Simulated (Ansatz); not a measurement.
## Random displacements in MoS2

Level of theory: DFT PBE+D3(BJ), scalar-relativistic, plane waves, PAW in Ansatz. Cutoff 420 eV, Γ-centred 6×6×6 k-points, Gaussian smearing of 0.05 eV. No spin polarisation. Energies are free energies at this smearing, counted from the undisturbed cell; pressure is positive in compression.

The undisturbed cell (relaxed at this level; this form isn't the usual structure):

```xyz
12
Lattice="-6.3059 0.0000 0.0000 -3.1529 -5.4611 0.0000 -3.1529 -1.8204 5.9965" Properties=species:S:1:pos:R:3 pbc="T T T"
Mo   -4.7294   -2.7305    0.0003
Mo   -7.8824   -2.7305    0.0003
Mo   -6.3059   -5.4611    0.0003
Mo   -9.4588   -5.4611    0.0003
S    -7.8824   -4.5509    1.5632
S    -4.7294   -4.5509    1.5632
S    -6.3059   -1.8204    1.5632
S    -3.1529   -1.8204    1.5632
S   -11.0353   -6.3712    4.4325
S    -7.8824   -6.3712    4.4325
S    -9.4588   -3.6407    4.4325
S    -6.3059   -3.6407    4.4325
```

After a displacement of all atoms with no net shift and a strain of the cell, the run gives ΔE = 59.0 meV/atom; stress (xx, yy, zz, yz, xz, xy; compression positive) (1.63, -2.16, -0.93, -0.61, -2.77, 2.77) GPa; gap on the mesh 0.66 eV.

```
atom Fx (eV/Å) Fy Fz
 Mo1      0.475  -0.333  -0.434
 Mo2      0.534  -0.064   1.789
 Mo3      0.404  -2.180   1.582
 Mo4     -0.681  -0.605   2.451
  S5     -1.323   0.074  -0.990
  S6      0.520  -0.126  -0.165
  S7     -0.510   0.643  -0.472
  S8     -0.148   0.813  -1.144
  S9      0.837   0.258  -1.803
 S10     -0.209   0.895  -0.293
 S11      0.343   0.707  -0.061
 S12     -0.244  -0.082  -0.462
```

(1) Which displacements (Å, in the unstrained cell) and strain were applied?

Results:

(1)
```tsv
atom	ux	uy	uz
Mo1	-0.02	0.00	0.02
Mo2	-0.05	0.01	-0.03
Mo3	-0.02	0.10	-0.06
Mo4	0.02	-0.02	-0.06
S5	0.07	-0.01	0.04
S6	-0.05	-0.03	-0.04
S7	-0.02	-0.08	-0.01
S8	-0.04	-0.06	0.05
S9	-0.03	0.06	0.07
S10	0.09	-0.01	-0.01
S11	0.02	-0.06	-0.01
S12	0.03	0.09	0.05
```
Strain (Voigt, engineering shear): (-0.0052, 0.0115, 0.0092, 0.0213, 0.0288, -0.0333).

Cost: 1 run of about 0.84 core-minutes, on Intel Xeon 6975P-C (Granite Rapids) (shared hosts).